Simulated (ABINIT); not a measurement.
# GaN (P6_3mc): G0W0 with ABINIT, start to end, part 3 of 3

Wanted: ground state, empty states, screening and self-energy for GaN (P6_3mc).

ABINIT 10.8.3; PBE and many-body steps on it, plane waves. Known limits of the many-body steps: not at the basis limit; no spin-orbit coupling; coarse k mesh.

So far. Step 3 (Bands along the symmetry lines): The gap is 1.919 eV, as in the run before at this level. Step 4 (Empty states on the mesh, 3×3×2 mesh, 73 bands): On this mesh the gap is 1.919 eV.

The database entry behind the starting cell has ideal inner coordinates that were not refined, so it need not match the best structure at ambient conditions.

## (5) Screening, 3×3×2 mesh, 67 bands, screening to 119.7 eV

The RPA dielectric matrix is built and inverted for each q.

This step: RPA screening on PBE, plane waves, norm-conserving pseudopotentials.

Input file run.abi:

```
acell 3*1.0 Angstrom
rprim 
  3.190000000016 -0.000000000004 0.000000000000
  -1.595000000005 2.762621038088 0.000000000000
  0.000000000000 0.000000000000 5.189000000000
ntypat 2
znucl 31 7
natom 4
typat 1 1 2 2
xred 
  0.666666666667 0.333333333333 0.000000000000
  0.333333333333 0.666666666667 0.500000000000
  0.666666666667 0.333333333333 0.375000000000
  0.333333333333 0.666666666667 0.875000000000
pp_dirpath "pseudos"
pseudos "Ga.upf, N.upf"
ecut 45
ngkpt 3 3 2
nshiftk 1
shiftk 0 0 0
kptopt 1
chksymbreak 0
istwfk *1
occopt 1
irdwfk 1
optdriver 3
nband 67
ecuteps 4.4
inclvkb 2
awtr 1
symchi 1
indata_prefix "in"
outdata_prefix "out"
tmpdata_prefix "tmp"
```

Command:

```sh
$ OMP_NUM_THREADS=1 mpirun -n 8 abinit run.abi > log
```

Numbers of over 12 decimals in the logs are rounded to 6 here.

What it wrote:

```text
.Version 10.8.3 of ABINIT. v10.8.2 released Aug 2026.

 Symmetries : space group P6_3 m c (#186); Bravais hP (primitive hexag.)
[... echo of the input left out ...]
== DATASET  1 ==================================================================
-   mpi_nproc: 8, omp_nthreads: 1 (-1 if OMP is not activated)

--- !DatasetInfo
iteration_state: {dtset: 1, }
dimensions: {natom: 4, nkpt: 6, mband: 67, nsppol: 1, nspinor: 1, nspden: 1, mpw: 4506, }
cutoff_energies: {ecut:  45.0, pawecutdg:  -1.0, }
electrons: {nelect:   5.20000000E+01, charge:   0.00000000E+00, occopt:   1.00000000E+00, tsmear:   1.00000000E-02, }

 SCREENING: Calculation of the susceptibility and dielectric matrices

 Based on a program developped by R.W. Godby, V. Olevano, G. Onida, and L. Reining.
 Incorporated in ABINIT by V. Olevano, G.-M. Rignanese, and M. Torrent.
.Using double precision arithmetic ; gwpc =  8

[... cell and pseudopotentials left out ...]
--------------------------------------------------------------------------------

 ==== K-mesh for the wavefunctions ====
 Number of points in the irreducible wedge :     6
[... list of points left out ...]
 Together with 12 symmetry operations and time-reversal symmetry
 yields    18 points in the full Brillouin Zone.

 ==== Q-mesh for the screening function ====
 Number of points in the irreducible wedge :     6
[... list of points left out ...]
 Together with 12 symmetry operations and time-reversal symmetry
 yields    18 points in the full Brillouin Zone.

 setmesh: FFT mesh size selected  =    24x   24x   40
          total number of points  =        23040

 vcoul_init : cutoff-mode = AUXILIARY_FUNCTION
 q-points for optical limit:   1
     1)      0.000010    0.000020    0.000030

- screening: taking advantage of time-reversal symmetry
- Maximum band index for partially occupied states nbvw = 26
- Remaining bands to be divided among processors   nbcw = 41
- Number of bands treated by each node ~5

 Number of electrons calculated from density =   52.0000; Expected =   52.0000
 average of density, n =  0.168504
 r_s =    1.1231
 omega_plasma =   39.5969 [eV]

 calculating chi0 at frequencies [eV] :
  1    0.000000E+00    0.000000E+00
  2    0.000000E+00    3.959690E+01

--------------------------------------------------------------------------------
  q-point number  1        q = ( 0.000000, 0.000000, 0.000000) [r.l.u.]
--------------------------------------------------------------------------------
[... chi0 elements left out ...]
 For q-point:  0.000010 0.000020 0.000030
  dielectric constant =   9.9000
  dielectric constant without local fields =  10.6003

  Average fulfillment of the sum rule on Im[epsilon] for q-point    1 :     25.74  [%]
[... wings left out ...]
  q-point number  2        q = ( 0.333333, 0.000000, 0.000000) [r.l.u.]
--------------------------------------------------------------------------------
[... chi0 elements left out ...]
  Average fulfillment of the sum rule on Im[epsilon] for q-point    2 :     29.57  [%]

 [... 4 further q-points ...]
```

Wall time 7.8 s (8 MPI ranks of Arm Neoverse V1, shared host); peak memory 1.2 GiB; 62 s of CPU time.

Numbers from this step:

* ε∞ with local fields, on this mesh, along the program's q direction: 9.9
* the same without local fields: 10.60
* plasma frequency: 39.60 eV
* plane waves in the screening matrix: 135

Local fields lower ε∞ by 7 %. On a Γ-centred mesh this coarse the value itself is usually too large, while a short band sum pulls it down.

## (6) Self-energy, 3×3×2 mesh, 67 bands, screening to 119.7 eV

The self-energy is evaluated for the states that the input lists, and the levels follow from it, in one-shot runs by the linearised quasiparticle equation.

This step: G0W0 on PBE, plane waves, norm-conserving pseudopotentials.

Edit run.abi of step 5 so:

```diff
@@ -25,8 +25,15 @@
 irdwfk 1
-optdriver 3
+optdriver 4
 nband 67
+gwcalctyp 0
+ecutsigx 45
+symsigma 1
+nkptgw 1
+kptgw 
+  0.0000000000 0.0000000000 0.0000000000
+bdgw 
+  25 28
 ecuteps 4.4
-inclvkb 2
-awtr 1
-symchi 1
+irdscr 1
+ppmodel 1
 indata_prefix "in"
```

What it wrote:

```text
.Version 10.8.3 of ABINIT. v10.8.2 released Aug 2026.

 Symmetries : space group P6_3 m c (#186); Bravais hP (primitive hexag.)
[... echo of the input left out ...]
== DATASET  1 ==================================================================
-   mpi_nproc: 8, omp_nthreads: 1 (-1 if OMP is not activated)

--- !DatasetInfo
iteration_state: {dtset: 1, }
dimensions: {natom: 4, nkpt: 6, mband: 67, nsppol: 1, nspinor: 1, nspden: 1, mpw: 4506, }
cutoff_energies: {ecut:  45.0, pawecutdg:  -1.0, }
electrons: {nelect:   5.20000000E+01, charge:   0.00000000E+00, occopt:   1.00000000E+00, tsmear:   1.00000000E-02, }

 SIGMA: Calculation of the GW corrections

 Based on a program developped by R.W. Godby, V. Olevano, G. Onida, and L. Reining.
 Incorporated in ABINIT by V. Olevano, G.-M. Rignanese, and M. Torrent.
.Using double precision arithmetic ; gwpc =  8

[... cell and pseudopotentials left out ...]
--------------------------------------------------------------------------------

 ==== K-mesh for the wavefunctions ====
 Number of points in the irreducible wedge :     6
[... list of points left out ...]
 Together with 12 symmetry operations and time-reversal symmetry
 yields    18 points in the full Brillouin Zone.

 ==== Q-mesh for screening function ====
 Number of points in the irreducible wedge :     6
[... list of points left out ...]
 Together with 12 symmetry operations and time-reversal symmetry
 yields    18 points in the full Brillouin Zone.

 vcoul_init : cutoff-mode = AUXILIARY_FUNCTION
 q-points for optical limit:   1
     1)      0.000010    0.000020    0.000030
 setmesh: FFT mesh size selected  =    32x   32x   60
          total number of points  =        61440

 Number of electrons calculated from density =   52.0000; Expected =   52.0000
 average of density, n =  0.168504
 r_s =    1.1231
 omega_plasma =   39.5969 [eV]

 === KS Band Gaps ===
  >>>> For spin  1
   Minimum direct gap =   1.9190 [eV], located at k-point      :   0.0000  0.0000  0.0000
   Fundamental gap    =   1.9190 [eV], Top of valence bands at :   0.0000  0.0000  0.0000
                                       Bottom of conduction at :   0.0000  0.0000  0.0000
 SIGMA fundamental parameters:
 PLASMON POLE MODEL  1
 number of plane-waves for SigmaX                 4427
 number of plane-waves for SigmaC and W            135
 number of plane-waves for wavefunctions          4427
 number of bands                                    67
 number of independent spin polarizations            1
 number of spinorial components                      1
 number of k-points in IBZ                           6
 number of q-points in IBZ                           6
 number of symmetry operations                      12
 number of k-points in BZ                           18
 number of q-points in BZ                           18
 number of frequencies for dSigma/dE                 9
 frequency step for dSigma/dE [eV]                0.25
 number of omega for Sigma on real axis              0
 max omega for Sigma on real axis  [eV]           0.00
 zcut for avoiding poles [eV]                     0.10

 EPSILON^-1 parameters (SCR file):
 dimension of the eps^-1 matrix on file            135
 dimension of the eps^-1 matrix used               135
 number of plane-waves for wavefunctions          4427
 number of bands                                    67
 number of q-points in IBZ                           6
 number of frequencies                               2
 number of real frequencies                          1
 number of imag frequencies                          1

 matrix elements of self-energy operator (all in [eV])

 Perturbative Calculation

--- !SelfEnergy_ee
iteration_state: {dtset: 1, }
kpoint     : [   0.000,    0.000,    0.000, ]
spin       : 1
KS_gap     :    1.919
QP_gap     :    2.618
Delta_QP_KS:    0.699
data: !SigmaeeData |
     Band     E0 <VxcDFT>   SigX SigC(E0)      Z dSigC/dE  Sig(E)    E-E0       E
       25   6.903 -19.100 -22.606   3.810   0.795  -0.257 -18.858   0.242   7.144
       26   6.903 -19.100 -22.606   3.810   0.795  -0.257 -18.858   0.242   7.144
       27   8.822 -14.182  -9.590  -3.445   0.821  -0.219 -13.241   0.941   9.762
       28  11.172 -13.937  -8.620  -3.965   0.829  -0.206 -12.816   1.122  12.294

== END DATASET(S) ==============================================================
================================================================================

 -outvars: echo values of variables after computation  --------
           etotal      0.0000000000E+00
            nband          67
             nkpt           6
          spgroup         186
 [... the other variables as echoed above ...]

 Calculation completed.
```

Elapsed: 3 s, on 8 MPI ranks; peak memory 0.49 GiB; 24 s of CPU time.

Numbers from this step:

```
G0W0 gap on the points computed              : 2.618 eV
starting gap on the mesh                     : 1.919 eV
k of the valence top                         : 0, 0, 0
k of the conduction bottom                   : 0, 0, 0
Z at the valence top                         : 0.795
Z at the conduction bottom                   : 0.821
least direct G0W0 gap on the computed points : 2.618 eV
```

The gap on the mesh goes from 1.92 eV to 2.62 eV, a correction of +0.70 eV.

Limits: finite bands, cutoff and mesh; no spin-orbit coupling; coarse k mesh. v1 is the top filled band, c1 the lowest empty one. Levels before and after the correction, in eV, zero at the valence-band top of each column:

|  | conduction bottom | valence top |
| --- | --- | --- |
| Kohn-Sham | 1.92 | 0.00 |
| G0W0 | 2.62 | 0.00 |

|  | level | energy (eV) |
| --- | --- | --- |
| Kohn-Sham | Γ v2-v1 | 0.000 |
| Kohn-Sham | Γ c1 | 1.919 |
| Kohn-Sham | Γ c2 | 4.269 |
| G0W0 | Γ v2-v1 | 0.000 |
| G0W0 | Γ c1 | 2.618 |
| G0W0 | Γ c2 | 5.150 |

## (7) Where the time went

Times are wall times on the hardware named with each run, good to a factor of about two.

| step | time | share | memory (GiB) |
| --- | --- | --- | --- |
| ground state | 23 s | 31 % | 0.67 |
| bands along the symmetry lines | 30 s | 41 % | 0.69 |
| empty states on the mesh | 9.6 s | 13 % | 0.44 |
| screening | 7.8 s | 11 % | 1.2 |
| self-energy | 3 s | 4 % | 0.49 |

## (8) Outcome

```json
{
  "PBE gap": "1.92 eV, direct",
  "G0W0 gap on the mesh": "2.62 eV",
  "GW settings": "3×3×2 mesh, 67 bands, screening to 119.7 eV, Godby-Needs plasmon pole",
  "known limits": "not at the basis limit; no spin-orbit coupling; coarse k mesh"
}
```

What this shows: G0W0 moves the gap on the mesh from 1.92 eV to 2.62 eV (+0.70 eV), with Z of 0.80 and 0.82 at the edges. Local fields lower the RPA ε∞ on this mesh from 10.60 to 9.90; a Γ-centred mesh this coarse tends to raise both, most where the direct gap is narrow, while a short band sum lowers them. Only 1 of the mesh's irreducible points was corrected, so a valley elsewhere could overtake. Bands and cutoff are finite, so the gap is not at the basis limit. The miss can reach some tenths of an eV and take either sign; the mesh is an error of its own. In the G0W0 run levels were corrected at 1 k point alone, so a gap called «on the mesh» is the least over those, and an edge elsewhere would be missed. The 3×3×2 mesh is coarse for this cell, which bears on the long-range parts of exchange and screening. The many-body steps are scalar-relativistic: spin-orbit coupling is not in them.

[Paths, hosts, dates, memory and timing lines, banners, echoed tables and standing remarks are left out of the program output.]

[Logs are printed without paths, hosts, clocks, repeated set-up lines and the standing remarks that a program may print on its own settings, such as how far it seeks lower states.]

[Runs of the session that timed out or met a known fault of the program may be left out.]

[Hosts, paths, dates, database ids (printed as entryN), source tags and the programs' standing remarks are cut or masked in the printed files.]

[G0W0 gaps are taken among the corrected bands and points alone; a level outside them can change the order at an edge.]

[Where Ansatz stands beside ABINIT at settings called matched, ABINIT's density can come from a denser mesh and the files from another edition; pairs whose starting gaps differed by over 0.03 eV were left out, so agreement reads better than it is.]
